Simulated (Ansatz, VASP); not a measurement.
Two plane-wave programs on C

File INCAR:

```
PREC = Accurate ; ENCUT = 520
EDIFF = 1E-6 ; ISMEAR = -1
SIGMA = 0.02 ; LREAL = F
LASPH = T ; NELM = 100
ALGO = Normal ; ISIF = 2
LWAVE = F ; LCHARG = F
LDIPOL = T ; IDIPOL = 3
DIPOL = 0.5 0.5 0.500 ; GGA = PS
NBANDS = 21
```

The input KPOINTS:

```
regular mesh
0
Gamma
  12 9 1
```

The input POSCAR:

```
C
1.0
    2.5129203137      0.0000000000      0.0000000000
    0.0000000000      3.5538059888      0.0000000000
    0.0000000000      0.0000000000     18.5129000000
C
6
Direct
    0.7500000000      0.1250000000      0.4321305599
    0.2500000000      0.8750000000      0.4321305599
    0.2500000000      0.6250000000      0.5000000000
    0.7500000000      0.3750000000      0.5000000000
    0.7500000000      0.1250000000      0.5678694401
    0.2500000000      0.8750000000      0.5678694401
```

Input for Ansatz:

```yaml
crystal:
  lattice:
    - [2.5129203137, 0.0, 0.0]
    - [0.0, 3.5538059888, 0.0]
    - [0.0, 0.0, 18.5129]
  atoms:
    - { symbol: C, position: [0.75, 0.125, 0.4321305599] }
    - { symbol: C, position: [0.25, 0.875, 0.4321305599] }
    - { symbol: C, position: [0.25, 0.625, 0.5] }
    - { symbol: C, position: [0.75, 0.375, 0.5] }
    - { symbol: C, position: [0.75, 0.125, 0.5678694401] }
    - { symbol: C, position: [0.25, 0.875, 0.5678694401] }
kpoints:
  mp_grid: { grid: [12, 9, 1] }
scf:
  occupations: { method: fermi_dirac, width: 0.02 }
hamiltonian:
  xc: pbesol
  pseudopotentials: { kind: paw }
output:
  forces: true
  stress: true
  eigenvalues: true
  populations: true
efield:
  axis: 3
  amplitude: 0
  dipole_correction: true
```

Alike in both runs: task single point; functional PBEsol; k mesh 12 × 9 × 1; occupations fermi-dirac, width 0.02 eV; no spin polarisation.

|  | VASP | Ansatz |
| --- | --- | --- |
| version | VASP 6.6.1 | Ansatz 0.2.0 |
| potentials or method | VASP PAW PBE potentials, release 64 (C) | PAW with Ansatz's default frozen-core files, scalar-relativistic |
| plane-wave cutoff (eV) | 520 | 420 |
| valence electrons in the cell | 24 | 24 |

VASP gave:

- rms of the force components (eV/Å): 2.188

Estimate Ansatz's values.

rms of the force components (eV/Å): 2.202.

Atom by atom the forces differ by 0.021 eV/Å (rms over components).

Caveats: the PAW data sets were made with another functional, which shifts forces and pressure a little (VASP).
